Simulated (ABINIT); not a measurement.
The system is Al.

```
CELL_PARAMETERS angstrom
0.00000 2.02481 2.02481
2.02481 0.00000 2.02481
2.02481 2.02481 0.00000
ATOMIC_POSITIONS crystal
Al 0.00000 0.00000 0.00000
```

| Quantity | Value |
| --- | --- |
| Program | ABINIT 10.8.3 (patched build) |
| Task | single point |
| Functional | PBE |
| Potentials or basis | JTH PAW PBE v2.0 |
| Cutoff | 544 eV |
| k mesh | 11 × 11 × 11 |
| Occupations | fermi-dirac, width 0.05 eV |
| Spin | no spin polarisation |

On this cell: pressure -0.6 GPa; band gap on the k mesh none (metal or under the smearing width).

The same run follows on a disturbed copy (cell strained at random at fixed volume):

```
CELL_PARAMETERS angstrom
0.04789 1.96914 2.02685
2.04326 -0.00835 2.08310
2.04058 2.02271 -0.00568
ATOMIC_POSITIONS crystal
Al 0.00598 0.98688 0.02117
```

Q: What changes?

A: The energy (extrapolated to zero smearing) moves by +4.7 meV/atom; pressure -0.4 GPa; band gap on the k mesh none (metal or under the smearing width).

Stress tensor (GPa, compression positive):
```
 0.52 -0.73 -1.15
-0.73  0.43  1.52
-1.15  1.52 -2.02
```
